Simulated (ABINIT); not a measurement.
# Mg (P6_3/mmc) in ABINIT: notebook, part 2 of 2

ABINIT 10.8.3 (patched build).

## (4) Single point, PBE

Input file run.abi:

```
pp_dirpath "./"
pseudos "Mg.GGA_PBE-JTH.xml"

acell 3*1.0 Angstrom
rprim
     3.2093000000     0.0000000000     0.0000000000
    -1.6046500000     2.7793353284     0.0000000000
     0.0000000000     0.0000000000     5.2103000000
ntypat 1
znucl 12
natom 2
typat 1 1
xred
     0.6666666667     0.3333333333     0.7500000000
     0.3333333333     0.6666666667     0.2500000000

ecut 19.0
pawecutdg 38.0

kptopt 1
ngkpt 8 8 4
nshiftk 1
shiftk 0.0 0.0 0.0

ixc 11

nband 14
occopt 3
tsmear 0.05 eV

nstep 100
tolvrs 1.0e-9

iomode 3
prtwf 0
prtden 0
prteig 0
prtebands 0
enunit 2
```

Potentials or basis: JTH PAW PBE v2.0.

Launch:

```sh
$ abinit run.abi > log 2>&1
```

run.abo:

```text
.Version 10.8.3 of ABINIT
 Symmetries : space group P6_3/m m c (#194); Bravais hP (primitive hexag.)
================================================================================
 Values of the parameters that define the memory need of the present run
     intxc =       0    ionmov =       0      iscf =      17    lmnmax =       8
     lnmax =       4     mgfft =      40  mpssoang =       2    mqgrid =    3001
     natom =       2  nloc_mem =       2    nspden =       1   nspinor =       1
    nsppol =       1      nsym =      24    n1xccc =       1    ntypat =       1
    occopt =       3   xclevel =       2
       mpw =        1254          nfft =       23040          nkpt =          30
 PAW method is used; the additional fine FFT grid is defined by:
   mgfftf=        60    nfftf =     77760
================================================================================
================================================================================

--------------------------------------------------------------------------------
------------- Echo of variables that govern the present computation ------------
--------------------------------------------------------------------------------
 -outvars: echo values of preprocessed input variables --------
            acell      1.8897261259E+00  1.8897261259E+00  1.8897261259E+00 Bohr
              amu      2.43050000E+01
             ecut      1.90000000E+01 Hartree
           enunit           2
              ixc          11
         kptrlatt        8    0    0      0    8    0      0    0    4
          kptrlen      3.93841601E+01
            natom           2
            nband          14
            ngfft          24      24      40
          ngfftdg          36      36      60
             nkpt          30
            nstep         100
             nsym          24
           ntypat           1
           occopt           3
        pawecutdg      3.80000000E+01 Hartree
         pawxcdev           0
           prtden           0
        prtebands           0
           prteig           0
            prtwf           0
            rprim      3.2093000000E+00  0.0000000000E+00  0.0000000000E+00
                      -1.6046500000E+00  2.7793353284E+00  0.0000000000E+00
                       0.0000000000E+00  0.0000000000E+00  5.2103000000E+00
          spgroup         194
           tolvrs      1.00000000E-09
           tsmear      1.83746611E-03 Hartree
            typat      1  1
           useylm           1
[... 148 lines left out ...]
   2.00000    2.00000    2.00000    2.00000    2.00000    2.00000    2.00000    2.00000
   2.00000    2.00000    2.00000    0.00000    0.00000    0.00000
 prteigrs : prtvol=0 or 1, do not print more k-points.

 Fermi (or HOMO) energy (eV) =   4.21561   Average Vxc (eV)=  -8.26135
 Eigenvalues (   eV  ) for nkpt=  30  k points:
 kpt#   1, nband= 14, wtk=  0.00391, kpt=  0.0000  0.0000  0.0000 (reduced coord)
 -71.75518  -71.75240  -38.52683  -38.49520  -38.49331  -38.49331  -38.48857  -38.48857
  -2.64135    2.57668    2.99508   15.10950   15.11410   15.20851
 prteigrs : prtvol=0 or 1, do not print more k-points.

--- !EnergyTerms
iteration_state     : {dtset: 1, }
comment             : Components of total free energy in Hartree
kinetic             :  6.89145697610105E+00
hartree             :  3.05020059052479E+01
xc                  : -2.36677133022521E+00
Ewald energy        : -5.35581615711749E+01
psp_core            :  1.47946534585803E+00
local_psp           : -9.17600986511600E+01
PAW spherical_terms : -1.83383753553426E+01
internal            : -1.27150478680696E+02
'-kT*entropy'       : -7.84290665361247E-05
total_energy        : -1.27150557109762E+02
total_energy_eV     : -3.45994292090540E+03
...

--- !EnergyTermsDC
iteration_state     : {dtset: 1, }
comment             : '"Double-counting" decomposition of free energy'
band_energy         : -2.73049159308928E+01
Ewald energy        : -5.35581615711749E+01
psp_core            :  1.47946534585803E+00
xc_dc               : -2.98064851960699E+01
PAW spherical_terms : -1.79603320367669E+01
internal            : -1.27150429389046E+02
'-kT*entropy'       : -7.84290665361247E-05
total_energy_dc     : -1.27150507818113E+02
total_energy_dc_eV  : -3.45994157961130E+03
...

--- !EnergyTermsWithPAWCore
iteration_state     : {dtset: 1, }
comment             : 'Components of total free energy, including PAW core contributions'
Total energy        : -4.00669551731142E+02
Total energy DC     : -4.00669502439492E+02
Total energy (eV)   : -1.09027739291602E+04
Total energy DC (eV): -1.09027725878661E+04
...

 Cartesian components of stress tensor (hartree/bohr^3)
  sigma(1 1)=  4.25134643E-05  sigma(3 2)=  0.00000000E+00
  sigma(2 2)=  4.25134641E-05  sigma(3 1)=  0.00000000E+00
  sigma(3 3)=  6.59008384E-06  sigma(2 1)=  0.00000000E+00

-Cartesian components of stress tensor (GPa)         [Pressure= -8.9849E-01 GPa]
- sigma(1 1)=  1.25078930E+00  sigma(3 2)=  0.00000000E+00
- sigma(2 2)=  1.25078930E+00  sigma(3 1)=  0.00000000E+00
- sigma(3 3)=  1.93886961E-01  sigma(2 1)=  0.00000000E+00

== END DATASET(S) ==============================================================
================================================================================

 -outvars: echo values of variables after computation  --------
            acell      1.8897261259E+00  1.8897261259E+00  1.8897261259E+00 Bohr
           etotal     -1.2715050782E+02
            fcart     -8.8797338247E-29 -2.5633583570E-28 -0.0000000000E+00
                       8.8797338247E-29  2.5633583570E-28 -0.0000000000E+00
            rprim      3.2093000000E+00  0.0000000000E+00  0.0000000000E+00
                      -1.6046500000E+00  2.7793353284E+00  0.0000000000E+00
                       0.0000000000E+00  0.0000000000E+00  5.2103000000E+00
           strten      4.2513464253E-05  4.2513464135E-05  6.5900838445E-06
                       0.0000000000E+00  0.0000000000E+00  0.0000000000E+00
           xangst      1.6046500000E+00  9.2644510947E-01  3.9077250000E+00
                       5.4315924094E-17  1.8528902189E+00  1.3025750000E+00
             xred      6.6666666667E-01  3.3333333333E-01  7.5000000000E-01
                       3.3333333333E-01  6.6666666667E-01  2.5000000000E-01
 Calculation completed.
```

Wall time 8.5 s (1 thread of Intel Xeon Platinum 8488C (Sapphire Rapids), shared host); peak memory 0.1 GiB.

What came out:

| Quantity | Value |
| --- | --- |
| Free energy | -3459.9416 eV |
| Pressure | -0.9 GPa |
| Band gap on the k mesh | none (metal or under the smearing width) |
| Valence electrons inside the program's atomic spheres | Mg 8.22 (radii [1.0063] Å) |

Stress tensor (GPa, compression positive):
```
-1.25  0.00  0.00
 0.00 -1.25  0.00
 0.00  0.00 -0.19
```

## (5) Single point, PBEsol

Input file run.abi:

```
# Pseudopotentials
pp_dirpath "./"
pseudos "Mg.GGA_PBE-JTH.xml"

# Structure
acell 3*1.0
rprim
     6.0646980518     0.0000000000     0.0000000000
    -3.0323490259     5.2521825792     0.0000000000
     0.0000000000     0.0000000000     9.8460400271
ntypat 1
znucl 12
natom 2
typat 1 1
xred
     0.6666666667     0.3333333333     0.7500000000
     0.3333333333     0.6666666667     0.2500000000

# Plane-wave basis
ecut 517.016339 eV
pawecutdg 38.0

# k points
kptopt 1
ngkpt 13 13 6
nshiftk 1
shiftk 0.0 0.0 0.0

# Exchange and correlation
ixc -116133

# Bands and occupations
nband 14
occopt 3
tsmear 0.05 eV

# SCF cycle
nstep 100
tolvrs 1.0e-9

# Output
iomode 3
prtwf 0
prtden 0
prteig 0
prtebands 0
```

Launch:

```sh
$ abinit run.abi > log 2>&1
```

Run time: 28 s. Hardware: 1 thread of Intel Xeon Platinum 8488C (Sapphire Rapids), shared host; peak memory 0.12 GiB.

Results (log left out):

```yaml
Free_energy: -3452.5214 eV
Pressure: -1.5 GPa
Band_gap_on_the_k_mesh: none (metal or under the smearing width)
Valence_electrons_inside_the_program's_atomic_spheres: Mg 8.22 (radii [1.0063] Å)
```

Stress tensor (GPa, compression positive):
```
-1.63  0.00  0.00
 0.00 -1.63  0.00
 0.00  0.00 -1.22
```

Levels at points of the mesh, in eV from the Fermi level:
```
           k point  band 6  band 7  band 8  band 9  band 10  band 11  band 12  band 13  band 14
(0.00, 0.00, 0.00)  -42.61  -42.61  -42.61   -6.93    -1.71    -1.29    10.80    10.81    10.90
(0.00, 0.00, 0.50)  -42.61  -42.61  -42.61   -5.54    -5.54     4.94     4.94    11.54    11.54
```

Caveat: the PAW data sets were made with another functional, which shifts forces and pressure a little.

## (6) Overview

```tsv
task	level	potentials or basis	cell	k mesh	cutoff (eV)	cell freedom (optcell)	cutoff smearing ecutsm (Ha)	optimiser (ionmov)	force stop (Ha/bohr)	fine-grid cutoff	gap on the mesh (eV)	pressure (GPa)
relaxation of cell and atoms	revPBE	JTH PAW PBE v2.0	relaxed to 1 GPa	10 × 10 × 5	517	2	0.5	2	0.0005	1034.03 eV	none	1.1
relaxation of cell and atoms	LDA-PZ	JTH PAW LDA v2.0	relaxed	10 × 10 × 5	408	2	0.5	2	0.0002	816.342 eV	none	-
single point	PBE	JTH PAW PBE v2.0	as given	8 × 8 × 4	517	-	-	-	-	1034.03 eV	none	-0.9
single point	PBEsol	JTH PAW PBE v2.0	as given	13 × 13 × 6	517	-	-	-	-	1034.03 eV	none	-1.5
```

Alike in all rows: no spin polarisation; smearing fermi-dirac 0.05 eV.

Caveats: the PAW data sets were made with another functional, which shifts forces and pressure a little (some runs).

Absolute energies hang on the potentials; compare differences alone.
